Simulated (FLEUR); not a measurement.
Crystal: P.

```
P
1.0
     1.64774   -5.46504    0.00000
     1.64774    5.46504    0.00000
     0.00000    0.00000    4.54364
P
4
Cartesian
  1.6477 -4.4173 2.6754
  1.6477 4.4173 1.8683
  1.6477 -1.0477 0.4035
  1.6477 1.0477 4.1401
```

Base run:

```yaml
Program: FLEUR MaX-R8.1 (later development tree)
Functional: WC
Potentials_or_basis: all-electron
Basis: FLAPW
Kmax: 4.3 1/bohr
k_mesh: 8 × 8 × 6
Occupations: fermi-dirac, width 0.05 eV
Spin: no spin polarisation
```

Its results: band gap on the k mesh 0.01 eV, direct.

Question: The run is repeated on the same cell with these changes: functional from WC to RPBE. What comes out?

Answer: Band gap on the k mesh 0.29 eV, direct.

Not every run made on this cell is shown here.
